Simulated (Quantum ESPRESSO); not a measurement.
# HgTe (Coloradoite) (F-43m) in Quantum ESPRESSO: reference runs, part 2 of 3

Quantum ESPRESSO 7.5. The steps go on from the part before.

**3. Single point, PBE (atoms moved at random, drawn with an rms of 0.05 Å)**

pw.in reads:

```
&CONTROL
  calculation = 'scf'
  prefix = 'pwscf'
  outdir = './tmp'
  pseudo_dir = './pseudo'
  tprnfor = .true.
  tstress = .true.
  disk_io = 'nowf'
/
&SYSTEM
  ibrav = 0
  nat = 2
  ntyp = 2
  ecutwfc = 60
  ecutrho = 440
  nbnd = 20
  occupations = 'smearing'
  smearing = 'fd'
  degauss = 0.00367493
/
&ELECTRONS
  conv_thr = 4d-10
  electron_maxstep = 120
  mixing_beta = 0.5
/
ATOMIC_SPECIES
Hg   200.5920 Hg_ONCV_PBE-1.0.oncvpsp.upf
Te   127.6000 Te_pbe_v1.uspp.F.UPF
CELL_PARAMETERS angstrom
   0.0000000000    3.2145000000    3.2145000000
   3.2145000000    0.0000000000    3.2145000000
   3.2145000000    3.2145000000    0.0000000000
ATOMIC_POSITIONS crystal
Hg    -0.0026330000    0.0031470000   -0.0044180000
Te     0.7487260000    0.7522630000    0.7492080000
K_POINTS automatic
7 7 7 0 0 0
```

Potentials or basis: SSSP 1.3 efficiency PBE.

Launch:

```console
$ OMP_NUM_THREADS=1 pw.x -in pw.in > pw.out
```

pw.out:

```text
This program is part of the open-source Quantum ESPRESSO suite
     for quantum simulation of materials; please cite
[... 6 lines left out ...]
     --------------------
     sticks:   dense  smooth     PW     G-vecs:    dense   smooth      PW
     Sum        2233    1225    361                70049    27989    4477

     Using Slab Decomposition

     bravais-lattice index     =            0
     lattice parameter (alat)  =       8.5907  a.u.
     unit-cell volume          =     448.2981 (a.u.)^3
     number of atoms/cell      =            2
     number of atomic types    =            2
     number of electrons       =        26.00
     number of Kohn-Sham states=           20
     kinetic-energy cutoff     =      60.0000  Ry
     charge density cutoff     =     440.0000  Ry
     scf convergence threshold =      4.0E-10
     mixing beta               =       0.5000
     number of iterations used =            8  plain     mixing
     Exchange-correlation= SLA  PW   PBE  PBE
                           (   1   4   3   4   0   0   0)

     celldm(1)=   8.590675  celldm(2)=   0.000000  celldm(3)=   0.000000
     celldm(4)=   0.000000  celldm(5)=   0.000000  celldm(6)=   0.000000

     crystal axes: (cart. coord. in units of alat)
               a(1) = (   0.000000   0.707107   0.707107 )
               a(2) = (   0.707107   0.000000   0.707107 )
               a(3) = (   0.707107   0.707107   0.000000 )

     reciprocal axes: (cart. coord. in units 2 pi/alat)
               b(1) = ( -0.707107  0.707107  0.707107 )
               b(2) = (  0.707107 -0.707107  0.707107 )
               b(3) = (  0.707107  0.707107 -0.707107 )

     PseudoPot. # 1 for Hg read from file:
     Hg_ONCV_PBE-1.0.oncvpsp.upf
     Pseudo is Norm-conserving, Zval = 20.0
     Generated using ONCVPSP code by D. R. Hamann
     Using radial grid of 1262 points,  8 beta functions with:
                l(1) =   0
                l(2) =   0
                l(3) =   1
                l(4) =   1
                l(5) =   2
                l(6) =   2
                l(7) =   3
                l(8) =   3

     PseudoPot. # 2 for Te read from file:
     Te_pbe_v1.uspp.F.UPF
     Pseudo is Ultrasoft + core correction, Zval =  6.0
     Generated by new atomic code, or converted to UPF format
     Using radial grid of  891 points,  5 beta functions with:
                l(1) =   0
                l(2) =   0
                l(3) =   1
                l(4) =   1
                l(5) =   2
     Q(r) pseudized with  6 coefficients,  rinner =    1.800   1.800   1.800
                                                       1.800   1.800

     atomic species   valence    mass     pseudopotential
     Hg               20.00   200.59200     Hg( 1.00)
     Te                6.00   127.60000     Te( 1.00)

     No symmetry found

   Cartesian axes

     site n.     atom                  positions (alat units)
         1        Hg     tau(   1) = (  -0.0008987  -0.0049858   0.0003635  )
         2        Te     tau(   2) = (   1.0617003   1.0591993   1.0613595  )

     number of k points=   172  Fermi-Dirac smearing, width (Ry)=  0.0037

     Number of k-points >= 100: set verbosity='high' to print them.

     Dense  grid:    70049 G-vectors     FFT dimensions: (  60,  60,  60)

     Smooth grid:    27989 G-vectors     FFT dimensions: (  45,  45,  45)

     Initial potential from superposition of free atoms

     starting charge      25.9997, renormalised to      26.0000
     Starting wfcs are   14 randomized atomic wfcs +    6 random wfcs

     Self-consistent Calculation

     iteration #  1     ecut=    60.00 Ry     beta= 0.50
     Davidson diagonalization with overlap
     ethr =  1.00E-02,  avg # of iterations =  7.3

     Threshold (ethr) on eigenvalues was too large:
     Diagonalizing with lowered threshold

     Davidson diagonalization with overlap
     ethr =  1.98E-04,  avg # of iterations =  4.8

     total energy              =    -336.64080588 Ry
     estimated scf accuracy    <       0.05072909 Ry

     iteration #  2     ecut=    60.00 Ry     beta= 0.50
     Davidson diagonalization with overlap
     ethr =  1.95E-04,  avg # of iterations =  2.0

     total energy              =    -336.65516005 Ry
     estimated scf accuracy    <       0.00669378 Ry

     iteration #  3     ecut=    60.00 Ry     beta= 0.50
     Davidson diagonalization with overlap
     ethr =  2.57E-05,  avg # of iterations =  3.3

     total energy              =    -336.65623451 Ry
     estimated scf accuracy    <       0.00066662 Ry

     iteration #  4     ecut=    60.00 Ry     beta= 0.50
     Davidson diagonalization with overlap
     ethr =  2.56E-06,  avg # of iterations =  4.9

     total energy              =    -336.65628659 Ry
     estimated scf accuracy    <       0.00002687 Ry

     iteration #  5     ecut=    60.00 Ry     beta= 0.50
     Davidson diagonalization with overlap
     ethr =  1.03E-07,  avg # of iterations =  2.2

     total energy              =    -336.65629587 Ry
     estimated scf accuracy    <       0.00000150 Ry

     iteration #  6     ecut=    60.00 Ry     beta= 0.50
     Davidson diagonalization with overlap
     ethr =  5.78E-09,  avg # of iterations =  3.9

     total energy              =    -336.65629667 Ry
     estimated scf accuracy    <       0.00000040 Ry

     iteration #  7     ecut=    60.00 Ry     beta= 0.50
     Davidson diagonalization with overlap
     ethr =  1.53E-09,  avg # of iterations =  2.2

     total energy              =    -336.65629683 Ry
     estimated scf accuracy    <       0.00000041 Ry

     iteration #  8     ecut=    60.00 Ry     beta= 0.50
     Davidson diagonalization with overlap
     ethr =  1.53E-09,  avg # of iterations =  2.0

     total energy              =    -336.65629693 Ry
     estimated scf accuracy    <          1.1E-09 Ry

     iteration #  9     ecut=    60.00 Ry     beta= 0.50
     Davidson diagonalization with overlap
     ethr =  4.34E-12,  avg # of iterations =  4.9

     End of self-consistent calculation

     Number of k-points >= 100: set verbosity='high' to print the bands.

     the Fermi energy is     7.6512 ev

!    total energy              =    -336.65629694 Ry
     estimated scf accuracy    <          1.4E-10 Ry
     smearing contrib. (-TS)   =      -0.00005048 Ry
     internal energy E=F+TS    =    -336.65624646 Ry

     The total energy is F=E-TS. E is the sum of the following terms:
     one-electron contribution =    -231.48860248 Ry
     hartree contribution      =     117.17298518 Ry
     xc contribution           =     -41.96041934 Ry
     ewald contribution        =    -180.38020981 Ry

     convergence has been achieved in   9 iterations

     Forces acting on atoms (cartesian axes, Ry/au):

     atom    1 type  1   force =     0.00157615    0.00284053    0.00036871
     atom    2 type  2   force =    -0.00157615   -0.00284053   -0.00036871

     Total force =     0.004624     Total SCF correction =     0.000003

     Computing stress (Cartesian axis) and pressure

          total   stress  (Ry/bohr**3)                   (kbar)     P=       47.14
   0.00032051   0.00000239   0.00001975           47.15        0.35        2.91
   0.00000239   0.00032023   0.00001093            0.35       47.11        1.61
   0.00001975   0.00001093   0.00032063            2.91        1.61       47.17

=------------------------------------------------------------------------------=
   JOB DONE.
=------------------------------------------------------------------------------=
```

Run time: 4.4 min. Hardware: 1 thread of Arm Neoverse V1, shared host; peak memory 0.41 GiB.

Results:

```
Free energy            : -4580.4423 eV
Pressure               : 4.7 GPa
Largest force          : 0.084 eV/Å
Band gap on the k mesh : none (metal or under the smearing width)
```

Forces on the atoms (eV/Å):
```
Hg   0.041  0.073  0.009
Te  -0.041 -0.073 -0.009
```

The run has no spin-orbit coupling, so splittings on Hg, Te are missing.

**4. Single point, PBE, 31.22 Å³/atom**

Edit pw.in of step 3 so:

```diff
@@ -29,8 +29,8 @@
 CELL_PARAMETERS angstrom
-   0.0000000000    3.2145000000    3.2145000000
-   3.2145000000    0.0000000000    3.2145000000
-   3.2145000000    3.2145000000    0.0000000000
+   0.0000000000    3.1488795465    3.1488795465
+   3.1488795465    0.0000000000    3.1488795465
+   3.1488795465    3.1488795465    0.0000000000
 ATOMIC_POSITIONS crystal
-Hg    -0.0026330000    0.0031470000   -0.0044180000
-Te     0.7487260000    0.7522630000    0.7492080000
+Hg     0.0000000000    0.0000000000    0.0000000000
+Te     0.7500000000    0.7500000000    0.7500000000
 K_POINTS automatic
```

Launch:

```console
$ OMP_NUM_THREADS=1 pw.x -in pw.in > pw.out
```

It took 35 s on 1 thread of Arm Neoverse V1, shared host; peak memory 0.24 GiB.

The run converged. Its results:

| Quantity | Value |
| --- | --- |
| Free energy | -4580.2765 eV |
| Pressure | 8.8 GPa |
| Band gap on the k mesh | none (metal or under the smearing width) |

**5. Single point, PBE, 31.89 Å³/atom**

Edit pw.in of step 4 so:

```diff
@@ -29,5 +29,5 @@
 CELL_PARAMETERS angstrom
-   0.0000000000    3.1488795465    3.1488795465
-   3.1488795465    0.0000000000    3.1488795465
-   3.1488795465    3.1488795465    0.0000000000
+   0.0000000000    3.1710554852    3.1710554852
+   3.1710554852    0.0000000000    3.1710554852
+   3.1710554852    3.1710554852    0.0000000000
 ATOMIC_POSITIONS crystal
```

Launch:

```console
$ OMP_NUM_THREADS=1 pw.x -in pw.in > pw.out
```

Run time: 35 s. Hardware: 1 thread of Arm Neoverse V1, shared host; peak memory 0.25 GiB.

It converged, with:

```yaml
Free_energy: -4580.3436 eV
Pressure: 7.3 GPa
Band_gap_on_the_k_mesh: none (metal or under the smearing width)
```

**6. Single point, PBE, 32.55 Å³/atom**

Edit pw.in of step 5 so:

```diff
@@ -29,5 +29,5 @@
 CELL_PARAMETERS angstrom
-   0.0000000000    3.1710554852    3.1710554852
-   3.1710554852    0.0000000000    3.1710554852
-   3.1710554852    3.1710554852    0.0000000000
+   0.0000000000    3.1929255244    3.1929255244
+   3.1929255244    0.0000000000    3.1929255244
+   3.1929255244    3.1929255244    0.0000000000
 ATOMIC_POSITIONS crystal
```

Potentials or basis: SSSP 1.3 efficiency PBE.

Launch:

```console
$ OMP_NUM_THREADS=1 pw.x -in pw.in > pw.out
```

Run time: 36 s. Hardware: 1 thread of Arm Neoverse V1, shared host; peak memory 0.25 GiB.

It converged, with:

| Property | Result |
| --- | --- |
| Free energy | -4580.3987 eV |
| Pressure | 5.9 GPa |
| Band gap on the k mesh | none (metal or under the smearing width) |

(Continued in part 3 of 3.)
